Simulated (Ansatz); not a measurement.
# MgS (Niningerite) (Fm-3m) in Ansatz: further runs

The runs below take MgS (Niningerite) through band structure, with HSE06, HSE03, HSEsol, r2SCAN0.

Everything below comes from runs of Ansatz 0.2.0. Logs are shortened: lines on timing, memory, paths and dates and some standing lists are left out, and cuts for length are marked.

**1. The crystal as given**

The structure is cubic, space group Fm-3m (No. 225). The conventional cell has a = 5.203 Å, b = 5.203 Å, c = 5.203 Å, α = 90.00°, β = 90.00°, γ = 90.00°. Around S (site symmetry m-3m) lie 6 Mg at 2.60 Å. Mg (site symmetry m-3m) has 6 S at 2.60 Å as nearest neighbours.

**2. Band structure, HSE06**

input

```
crystal:
  lattice:
    - [0.0, 2.60165, 2.60165]
    - [2.60165, 0.0, 2.60165]
    - [2.60165, 2.60165, 0.0]
  atoms:
    - { symbol: S, position: [0.5, 0.5, 0.5] }
    - { symbol: Mg, position: [0.0, 0.0, 0.0] }
hamiltonian:
  xc: hse06
  pseudopotentials: { kind: paw }
kpoints:
  mp_grid: { grid: [5, 5, 5] }
  band_path:
    path:
      - [[0.0, 0.0, 0.0], [0.5, 0.0, 0.5], [0.5, 0.25, 0.75], [0.375, 0.375, 0.75], [0.0, 0.0, 0.0], [0.5, 0.5, 0.5], [0.625, 0.25, 0.625], [0.5, 0.25, 0.75], [0.5, 0.5, 0.5], [0.375, 0.375, 0.75]]
      - [[0.625, 0.25, 0.625], [0.5, 0.0, 0.5]]
    npoints: 4
scf:
  occupations: { method: fermi_dirac, width: 0.05 }
  n_extra_bands: 6
output:
  forces: true
  stress: true
  eigenvalues: true
  fatbands: false
```

Potentials or basis: Ansatz PAW.

The log of the run:

```text
Warning: output.stress: scf.convergence.dr2_threshold = 1e-7 eV (the SCF's general default) is looser than the 2e-10 eV advised for a printed stress (1e-10 eV for each atom of the cell: 2). What an SCF threshold leaves in a stress goes as its square root, and in the free energy as the threshold itself, and one threshold admits the most on a small cell: of the crystals measured, under no hybrid functional and no lock of the moments, on runs that ended without the residual-converged pass, on stresses that held no estimate of that error, the worst erred by over 100 MPa in a component at 1e-7 eV an atom and by under 5 at 1e-10. Set scf.convergence.dr2_threshold to 2e-10 eV or tighter. The threshold is an SCF's pass mark: one that does not reach it within its budget of iterations ends unconverged, or closes short of it on a stop that the run arms, and scf.convergence.dr2_threshold's page says what that costs each kind of run
Warning: output.stress: scf.exx.energy_threshold = 1e-6 eV is looser than the 2e-8 eV advised for a stress under a hybrid functional (1e-8 eV for each atom of the cell: 2). Every SCF of the exchange loop can meet its threshold on dr2 while the loop round them stops early: no threshold on dr2 bounds what that leaves in the stress. Set scf.exx.energy_threshold to 2e-8 eV or tighter. The threshold is the loop's pass mark: a loop that does not reach it within its budget of cycles ends unconverged, and scf.exx.energy_threshold's page has the law
scf.n_extra_bands = 6 over 8 filled bands (N_el = 16.0): the run solves 14 bands
GPUs: using 1 of 1 available (devices: 1).
Engine: ansatz 0.2.0, x86_64-unknown-linux-gnu
Pseudopotentials: kind: paw
Pseudopotential: S, paw, valence charge 6, recommended cutoff 420 eV (normal), S.paw.azcp
Pseudopotential: Mg, paw, valence charge 10, recommended cutoff 420 eV (normal), Mg.paw.azcp
Functional definition: HSE06
  parameter a = 0.25
  parameter omega = 0.11/bohr
  exchange = pbe_x - a*pbe_x_sr(omega) + a*exact_x_sr(omega)
  correlation = pbe_c
device memory: the entry about to start is reckoned to put 0.4 GiB on a device that reports 64.5 GiB free (of which the cap on the GPU budget leaves the run 18.0 GiB)
GPU FFT provider: cuFFT
GPU libraries: cuBLAS 13.8.2, cuFFT 12.4.0, cuSOLVER 12.3.4
Crystal: 2 atoms, lattice volume = 35.219 Å³
Basis set: ecut = 420 eV, 701 PW (Γ), exchange–correlation on 50×50×50 points (8 copies of the dense FFT grid, shifted against one another)
Bands: 14, of which v1, the nominal top of the filled ones, is band 8 counted from 1 (7 counted from 0)
Symmetry: 48 space group operations
Space group: Fm-3m (ITA 225), of the structure as read, at distance tolerance 3.3e-5 Å
k-points: 10 of 125
Non-local potential: S, projectors of the file, l = 0: 2, l = 1: 2, l = 2: 2
Non-local potential: Mg, projectors of the file, l = 0: 3, l = 1: 2, l = 2: 1
PAW form: soft (Blöchl's): semilocal exchange-correlation on the pseudo side does not see the compensation charge
PAW frozen core: S, regenerated for the run's functional, and the local potential with it (the file was generated under x = pbe(κ = 0.804, μ = 0.2195149727645171), c = pbe(β = 0.06672455060314922))
PAW frozen core: Mg, regenerated for the run's functional, and the local potential with it (the file was generated under x = pbe(κ = 0.804, μ = 0.2195149727645171), c = pbe(β = 0.06672455060314922))
PAW one-centre angular grid: S, 110 points (default); XC on 64 Gauss nodes
PAW one-centre angular grid: Mg, 110 points (default); XC on 96 Gauss nodes
Initial density: superposition of atomic densities (neutral atoms: chi_scale 0, normalization atom), corrected by the library's trained network
Initial wavefunctions: pseudopotential atomic-orbital guess
GPU buffer pool allocated for 15625 grid points (all kernels)
GPU transforms: local potential and band sums: pruned to the plane-wave sphere, on 25×25×25
Functional: x = pbe(κ = 0.804, μ = 0.2195149727645171), c = pbe(β = 0.06672455060314922), warm-up for x = pbe(κ = 0.804, μ = 0.2195149727645171) + 0.25 (exact − pbe) at short range (hse, ω = 0.20786987370883472 Å⁻¹), c = pbe(β = 0.06672455060314922); HSE06 as pw.x's `hse` composes it (authors' and Libxc's form: `xc: wpbeh`)
SCF iter   1: F=—  HF=-2828.732916 eV  |F-HF|=—  |Δ(HF+E_count)|=         —  Δρ=5.46e-4  dr2=1.41e-4  ethr=1.77e-3  ⟨swp⟩=2.9  Hψ=986  notcnv=0
preconditioner: auto → none  [insulator: Δε(μ)=3.184 eV  Ē_g=13.422 eV  σ=0.050 eV  W_gap=1.00  n_scr=8 (ndim 8)  ℏωp=17.7 eV  f_vac=0.000  D(μ)=0.00/eV (n_scr^D=0)]
iter 2 solved again at ethr=1.87e-8 eV; its pass at ethr=8.82e-7 eV (dr2=2.99e-6 eV) is discarded
SCF iter   2: F=-2828.732722 eV  HF=-2828.732693 eV  |F-HF|=2.88e-5  |Δ(HF+E_count)|=   2.23e-4  Δρ=1.37e-4  dr2=2.99e-6  ethr=1.87e-8  ⟨swp⟩=2.7  Hψ=534  notcnv=0
SCF 1 stopped early in 2 iterations: F = -2828.732722 eV  dr2 = 2.99e-6
device memory: the entry about to start is reckoned to put 1.0 GiB on a device that reports 66.9 GiB free (of which the cap on the GPU budget leaves the run 18.0 GiB)
GPU FFT provider: cuFFT
GPU libraries: cuBLAS 13.8.2, cuFFT 12.4.0, cuSOLVER 12.3.4
Initial density: handed on by an earlier stage of this run
Initial wavefunctions: those handed on with the density
GPU buffer pool allocated for 15625 grid points (all kernels)
GPU transforms: local potential and band sums: pruned to the plane-wave sphere, on 25×25×25
Functional: x = pbe(κ = 0.804, μ = 0.2195149727645171) + 0.25 (exact − pbe) at short range (hse, ω = 0.20786987370883472 Å⁻¹), c = pbe(β = 0.06672455060314922); HSE06 as pw.x's `hse` composes it (authors' and Libxc's form: `xc: wpbeh`)
Exchange kernel: α = 0.2500, screened, ω = 0.2079 Å⁻¹, Wigner–Seitz truncation, v(0) = 1040.3841 eV·Å³, q-mesh 5×5×5, nearest image of the exchange supercell L = 18.40 Å, pair-density grid 15×15×15, without the augmentation charges, whose exchange is taken in its separable form by FFT convolution over the k-point mesh (sized by the pseudopotential files, 24×24×24 at the most), smooth part of the exact exchange by density-matrix convolution in up to 888.5 MiB of GPU memory as planned if the GPU has room (build and FFT work areas not counted)
Frozen-core exchange: fock
SCF iter   1: F=—  HF=-2829.760866 eV  |F-HF|=—  |Δ(HF+E_count)|=         —  Δρ=4.02e-3  dr2=2.79e-3  ethr=1.87e-7  ⟨swp⟩=7.0  Hψ=736  notcnv=0
preconditioner: auto → none  [insulator: Δε(μ)=4.209 eV  Ē_g=15.151 eV  σ=0.050 eV  W_gap=1.00  n_scr=8 (ndim 8)  ℏωp=17.7 eV  f_vac=0.000  D(μ)=0.00/eV (n_scr^D=0)]
SCF iter   2: F=—  HF=-2829.759287 eV  |F-HF|=—  |Δ(HF+E_count)|=   1.58e-3  Δρ=1.53e-3  dr2=7.08e-4  ethr=1.87e-7  ⟨swp⟩=4.0  Hψ=339  notcnv=0
SCF iter   3: F=—  HF=-2829.759118 eV  |F-HF|=—  |Δ(HF+E_count)|=   1.69e-4  Δρ=1.86e-4  dr2=1.99e-4  ethr=1.87e-7  ⟨swp⟩=3.0  Hψ=300  notcnv=0
SCF iter   4: F=—  HF=-2829.761161 eV  |F-HF|=—  |Δ(HF+E_count)|=   2.04e-3  Δρ=3.39e-4  dr2=2.76e-5  ethr=4.64e-8  ⟨swp⟩=4.0  Hψ=471  notcnv=0
SCF iter   5: F=-2829.761149 eV  HF=-2829.761149 eV  |F-HF|=2.41e-7  |Δ(HF+E_count)|=   1.24e-5  Δρ=4.43e-5  dr2=2.15e-6  ethr=4.64e-8  ⟨swp⟩=3.0  Hψ=302  notcnv=0
SCF 2 stopped early in 5 iterations: F = -2829.761149 eV  dr2 = 2.15e-6
hybrid outer 1: dexx = +2.201e-3 eV, tail = 2.41e-5 eV
GPU FFT provider: cuFFT
GPU libraries: cuBLAS 13.8.2, cuFFT 12.4.0, cuSOLVER 12.3.4
GPU buffer pool allocated for 15625 grid points (all kernels)
GPU transforms: local potential and band sums: pruned to the plane-wave sphere, on 25×25×25
Exchange kernel: α = 0.2500, screened, ω = 0.2079 Å⁻¹, Wigner–Seitz truncation, v(0) = 1040.3841 eV·Å³, q-mesh 5×5×5, nearest image of the exchange supercell L = 18.40 Å, pair-density grid 15×15×15, without the augmentation charges, whose exchange is taken in its separable form by FFT convolution over the k-point mesh (sized by the pseudopotential files, 24×24×24 at the most), smooth part of the exact exchange by density-matrix convolution in up to 888.5 MiB of GPU memory as planned if the GPU has room (build and FFT work areas not counted)
Frozen-core exchange: fock
SCF iter   1: F=—  HF=-2829.761114 eV  |F-HF|=—  |Δ(HF+E_count)|=         —  Δρ=3.00e-5  dr2=7.43e-7  ethr=7.54e-7  ⟨swp⟩=3.3  Hψ=303  notcnv=0
preconditioner: auto → none  [insulator: Δε(μ)=4.238 eV  Ē_g=15.158 eV  σ=0.050 eV  W_gap=1.00  n_scr=8 (ndim 8)  ℏωp=17.7 eV  f_vac=0.000  D(μ)=0.00/eV (n_scr^D=0)]
SCF iter   2: F=—  HF=-2829.761114 eV  |F-HF|=—  |Δ(HF+E_count)|=   1.08e-7  Δρ=5.90e-6  dr2=3.45e-8  ethr=3.58e-9  ⟨swp⟩=3.1  Hψ=279  notcnv=0
SCF iter   3: F=-2829.761114 eV  HF=-2829.761114 eV  |F-HF|=8.39e-9  |Δ(HF+E_count)|=   1.99e-7  Δρ=3.97e-6  dr2=1.03e-8  ethr=4.01e-11  ⟨swp⟩=4.3  Hψ=454  notcnv=0
SCF 3 converged in 3 iterations: F = -2829.761114 eV  dr2 = 1.03e-8
  Residual-converged pass: ⟨swp⟩=2.1  Hψ=215  notcnv=0  max |occ|·‖R‖ = 2.4e-6 eV (tolerance 2.4e-6 eV)  dr2=1.03e-8  dr2_onsite=4.66e-10  max |Δocc| = 0.0e0
hybrid outer 2: dexx = +2.386e-7 eV, tail = 2.91e-8 eV, Δε = 2.01e-3 eV (about 1.33e-4 eV left of the loop's levels)
device memory: the entry about to start is reckoned to put 0.3 GiB on a device that reports 70.1 GiB free (of which the cap on the GPU budget leaves the run 18.0 GiB)
NSCF: frozen V_eff on 42 k-points, pencils in batches of 32, up to order 64
hybrid SCF converged: 2 outer / 8 inner (+2 warm-up), last move |dexx| = 2.39e-7 eV, tail = 2.91e-8 eV
Stability not checked: this state was not tested for a lower state beside it, because the functional holds exact exchange (a hybrid, or Hartree-Fock), whose exchange loop this test does not read (fock_operator; see scf.lower_state_search)
Free energy (F): -2829.761114 eV
Frozen-core exchange: fock
Harris-Foulkes:  -2829.761114 eV  (|F-HF|=8.39e-9)
Internal energy: -2829.761114 eV  (E = F + TS)
E sigma→0 (E₀):  -2829.761114 eV
Fermi energy:    7.835037 eV
--- Per-component energies (eV) ---
  E_band       = -374.058323
  E_kinetic    = 185.214172
  E_local      = -1665.762282  (includes V_loc(G=0)·N_el)
  E_nonlocal   = 122.634837
  E_hartree    = 593.435230
  E_xc         = -103.098920
  E_vxc        = -102.362893  (∫ρ·V_xc dr)
  E_exx        = -62.986961  (= α·E_x^exact, valence–valence)
  E_paw        = -855.328939  (= ΣΔE_a)
  E_vpaw       = 25.320063  (= ΣTr[D̂ρ^β])
  E_aug_tail   = -0.000002  (compensation charges beyond the density's cutoff)
  E_ewald      = -1043.740020
  E_core_change = -0.128230  (= ΣΔE_core)
  E_smearing   = -0.000000  (= −TS)
  E_closure    = 0.000000  (closes the sum)
  Σ components = -2829.761114   (vs F -2829.761114, Δ=0.00e0)
--- Forces (eV/Å), atoms counted from 1 ---
  atom   1  S      0.00000000    -0.00000000    -0.00000000
  atom   2  Mg     0.00000000    -0.00000000    -0.00000000
  max |Σ_I F_I| component: 2.01e-30 eV/Å
--- Stress (GPa, compression-positive) ---
       -0.338421       0.000000       0.000000
        0.000000      -0.338421       0.000000
        0.000000       0.000000      -0.338421
  P = ⅓ Tr σ = -0.3384 GPa (-3.384 kbar)
--- Band table (eV; the first three rows and the last of 10) ---
  k-point 0: bands = ["-73.9146", "-38.8111", "-38.8111", "-38.8111", "-8.2263", "5.7325", "5.7325", "5.7325", "10.5616", "14.8193", "14.8193", "14.8193", "17.3715", "17.3715"]
  k-point 1: bands = ["-73.9145", "-38.8136", "-38.8113", "-38.8113", "-7.8155", "3.4872", "5.4832", "5.4832", "11.7849", "14.7542", "15.0217", "15.0217", "16.8010", "16.8010"]
  k-point 2: bands = ["-73.9142", "-38.8177", "-38.8117", "-38.8117", "-6.9679", "0.8894", "5.1380", "5.1380", "11.3982", "13.9662", "13.9662", "17.2025", "18.7500", "19.8216"]
  k-point 9: bands = ["-73.9140", "-38.8165", "-38.8150", "-38.8132", "-6.4741", "1.6809", "2.7982", "3.8399", "12.0115", "13.8409", "14.4453", "16.9472", "19.9890", "20.8717"]
```

Run time: 40 s. Hardware: 1 × NVIDIA H100 80GB HBM3 with 2 threads of AMD EPYC 7R13 (Zen 3), shared host; peak memory 1.5 GiB.

What came out:

* Free energy: -2829.7611 eV
* Pressure: -0.3 GPa
* Band gap along the path: 3.80 eV, indirect (least direct gap 4.83 eV)

Levels at the corners of the path, in eV from the valence-band top:
```
point  band 5  band 6  band 7  band 8  band 9  band 10  band 11  band 12
    Γ  -13.96    0.00    0.00    0.00    4.83     9.09     9.09     9.09
    X  -12.11   -4.59   -1.84   -1.84    3.80     5.34    13.54    14.23
    W  -12.06   -3.52   -3.52   -2.51    6.40     9.12     9.12     9.34
    K  -12.11   -4.03   -3.44   -1.49    4.95     7.83    11.05    11.43
    Γ  -13.96    0.00    0.00    0.00    4.83     9.09     9.09     9.09
    L  -12.52   -5.26   -0.65   -0.65    5.57     8.07     8.07    11.66
    U  -12.11   -4.03   -3.44   -1.49    4.95     7.83    11.05    11.43
    W  -12.06   -3.52   -3.52   -2.51    6.40     9.12     9.12     9.34
    L  -12.52   -5.26   -0.65   -0.65    5.57     8.07     8.07    11.66
    K  -12.11   -4.03   -3.44   -1.49    4.95     7.83    11.05    11.43
    U  -12.11   -4.03   -3.44   -1.49    4.95     7.83    11.05    11.43
    X  -12.11   -4.59   -1.84   -1.84    3.80     5.34    13.54    14.23
```

Caveat: the PAW data sets come from PBE, with cores solved anew for the run's functional, which leaves a small shift of forces and pressure; the thresholds are loose for stress.

**3. Band structure, HSE03**

input: that of step 2 with these lines changed.

```diff
@@ -9,3 +9,3 @@
 hamiltonian:
-  xc: hse06
+  xc: { exchange: pbe, correlation: pbe, exx: { coeff: 0.25, omega: 0.3 } }
   pseudopotentials: { kind: paw }
```

Potentials or basis: Ansatz PAW.

Wall time 22 s (1 × NVIDIA H100 80GB HBM3 with 2 threads of AMD EPYC 7R13 (Zen 3), shared host); peak memory 1.5 GiB.

Results (log left out):

```yaml
Free_energy: -2829.7084 eV
Pressure: -0.2 GPa
Band_gap_along_the_path: 3.59 eV, indirect (least direct gap 4.62 eV)
```

Levels at the corners of the path, in eV from the valence-band top:
| point | band 5 | band 6 | band 7 | band 8 | band 9 | band 10 | band 11 | band 12 |
| --- | --- | --- | --- | --- | --- | --- | --- | --- |
| Γ | -13.88 | 0.00 | 0.00 | 0.00 | 4.62 | 8.85 | 8.85 | 8.85 |
| X | -12.05 | -4.52 | -1.82 | -1.82 | 3.59 | 5.13 | 13.28 | 13.96 |
| W | -12.00 | -3.47 | -3.47 | -2.48 | 6.16 | 8.88 | 8.88 | 9.09 |
| K | -12.05 | -3.98 | -3.39 | -1.47 | 4.74 | 7.59 | 10.79 | 11.18 |
| Γ | -13.88 | 0.00 | 0.00 | 0.00 | 4.62 | 8.85 | 8.85 | 8.85 |
| L | -12.45 | -5.19 | -0.64 | -0.64 | 5.36 | 7.83 | 7.83 | 11.39 |
| U | -12.05 | -3.98 | -3.39 | -1.47 | 4.74 | 7.59 | 10.79 | 11.18 |
| W | -12.00 | -3.47 | -3.47 | -2.48 | 6.16 | 8.88 | 8.88 | 9.09 |
| L | -12.45 | -5.19 | -0.64 | -0.64 | 5.36 | 7.83 | 7.83 | 11.39 |
| K | -12.05 | -3.98 | -3.39 | -1.47 | 4.74 | 7.59 | 10.79 | 11.18 |
| U | -12.05 | -3.98 | -3.39 | -1.47 | 4.74 | 7.59 | 10.79 | 11.18 |
| X | -12.05 | -4.52 | -1.82 | -1.82 | 3.59 | 5.13 | 13.28 | 13.96 |

Caveat: the PAW data sets come from PBE, with cores solved anew for the run's functional, which leaves a small shift of forces and pressure; the thresholds are loose for stress.

[end of part 1 of 2]
